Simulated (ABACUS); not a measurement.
Set up this calculation in ABACUS 3.10.1, as the native input.

```yaml
Task: band structure
Functional: r2SCAN
Potentials_or_basis: SG15 ONCV 1.2 PBE
Cutoff: 1537 eV
Density_cutoff: 6150 eV
Basis: plane waves
Occupations: fermi-dirac, width 0.05 eV
Spin: collinear spin, ferromagnetic start
Starting_moments: "[1.0] μB"
Radial_cutoff_of_the_potentials_pseudo_rcut: 10 bohr
Threshold_of_the_eigensolver: 1e-07 Ry
Density: read from an earlier self-consistent run
Path: G-X-W-K-G-L-U-W-L-K, U-X
Points_for_each_segment_of_the_path: 10
SCF_threshold_on_the_density: 1e-08
Max_SCF_steps: 100
Eigensolver: dav
Mixing: broyden
Mixing_share: 0.4
Symmetry_key: -1
```

Crystal: Ni.

```
CELL_PARAMETERS angstrom
2.45730 0.00000 0.00000
1.22865 2.12808 0.00000
1.22865 0.70936 2.00638
ATOMIC_POSITIONS crystal
Ni 0.00000 0.00000 0.00000
```

These files were run (other wordings do the same):

INPUT

```
INPUT_PARAMETERS
suffix              Ni
calculation         nscf
basis_type          pw
pseudo_dir          ./
symmetry            -1
dft_functional      MGGA_X_R2SCAN+MGGA_C_R2SCAN
ecutwfc             113.0
pseudo_rcut         10
nspin               2
nbands              20
ks_solver           dav
smearing_method     fd
smearing_sigma      0.00367493
scf_thr             1e-08
scf_nmax            100
mixing_type         broyden
mixing_beta         0.4
mixing_tau          1
init_chg            file
pw_diag_thr         1e-07
out_band            1
kpar                4
```

STRU

```
ATOMIC_SPECIES
Ni 58.6934 Ni_ONCV_PBE-1.2.upf

LATTICE_CONSTANT
1.8897261246

LATTICE_VECTORS
2.4572992100 0.0000000000 0.0000000000
1.2286496050 2.1280835406 0.0000000000
1.2286496050 0.7093611802 2.0063764033

ATOMIC_POSITIONS
Direct

Ni
0.0
1
0.0000000000 0.0000000000 0.0000000000 1 1 1 mag 1
```

KPT

```
K_POINTS
12
Line
0.00000000 0.00000000 0.00000000 10 // G
0.50000000 0.00000000 0.50000000 10 // X
0.50000000 0.25000000 0.75000000 10 // W
0.37500000 0.37500000 0.75000000 10 // K
0.00000000 0.00000000 0.00000000 10 // G
0.50000000 0.50000000 0.50000000 10 // L
0.62500000 0.25000000 0.62500000 10 // U
0.50000000 0.25000000 0.75000000 10 // W
0.50000000 0.50000000 0.50000000 10 // L
0.37500000 0.37500000 0.75000000 1 // K
0.62500000 0.25000000 0.62500000 10 // U
0.50000000 0.00000000 0.50000000 1 // X
```

Potentials or basis: SG15 ONCV 1.2 PBE, plane waves.

Launch:

```bash
$ OMP_NUM_THREADS=1 mpirun -np 4 abacus > log
```

Run time: 17 s on 4 MPI ranks on Intel(R) Xeon(R) Platinum 8488C (Sapphire Rapids), with other jobs on the host, peak memory 0.36 GiB a rank.
